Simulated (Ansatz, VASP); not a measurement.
**One calculation of MgS, two programs**

Contents of INCAR:

```
PREC = Accurate
ENCUT = 520
EDIFF = 1E-7
ISMEAR = -1
SIGMA = 0.05
LREAL = False
LASPH = True
NELM = 100
ALGO = Normal
ISIF = 2
LWAVE = False
LCHARG = False
GGA = PS
NBANDS = 16
```

The input KPOINTS:

```
regular mesh
0
Gamma
  8 8 4
```

The input POSCAR:

```
MgS
1.0
    3.9800937980      0.0000000000      0.0000000000
   -1.9900468990      3.4468623386      0.0000000000
    0.0000000000      0.0000000000      6.3453606289
S Mg
2 2
Direct
    0.6666666667      0.3333333333      0.8792441500
    0.3333333333      0.6666666667      0.3792441500
    0.3333333333      0.6666666667      0.9957548500
    0.6666666667      0.3333333333      0.4957548500
```

The input input.yaml:

```yaml
crystal:
  lattice:
    - [3.980093798, 0.0, 0.0]
    - [-1.990046899, 3.4468623386, 0.0]
    - [0.0, 0.0, 6.3453606289]
  atoms:
    - { symbol: S, position: [0.6666666667, 0.3333333333, 0.87924415] }
    - { symbol: S, position: [0.3333333333, 0.6666666667, 0.37924415] }
    - { symbol: Mg, position: [0.3333333333, 0.6666666667, 0.99575485] }
    - { symbol: Mg, position: [0.6666666667, 0.3333333333, 0.49575485] }
hamiltonian:
  xc: pbesol
  pseudopotentials: { kind: paw }
kpoints:
  mp_grid: { grid: [8, 8, 4] }
scf:
  occupations: { method: fermi_dirac, width: 0.05 }
output:
  forces: true
  stress: true
  eigenvalues: true
```

Change from the starting cell: volume scaled by 0.96.

Alike in both runs: task single point; functional PBEsol; k mesh 8 × 8 × 4; occupations fermi-dirac, width 0.05 eV; no spin polarisation.

|  | VASP | Ansatz |
| --- | --- | --- |
| version | VASP 6.6.1 | Ansatz 0.2.0 |
| potentials or method | VASP PAW PBE potentials, release 64 (S, Mg) | Ansatz PAW |
| plane-wave cutoff (eV) | 520 | 420 |
| valence electrons in the cell | 16 | 32 |

Ansatz gave:

* gap on the k mesh at the Fermi level (eV): 3.47
* least direct gap on the mesh (eV): 3.47
* pressure (GPa): 2.2
* largest component of the traceless stress (GPa): 0.35
* rms of the force components (eV/Å): 0.023

Estimate VASP's values.

gap on the k mesh at the Fermi level (eV): 3.47; least direct gap on the mesh (eV): 3.47; pressure (GPa): 2.1; largest component of the traceless stress (GPa): 0.35; rms of the force components (eV/Å): 0.023.

Atom by atom the forces differ by 0.000 eV/Å (rms over components). The two sets of potentials don't hold the same shells in valence.

Caveats: the PAW data sets were made with another functional, which shifts forces and pressure a little (VASP); the PAW data sets come from PBE, with cores solved anew for the run's functional, which leaves a small shift of forces and pressure (Ansatz).
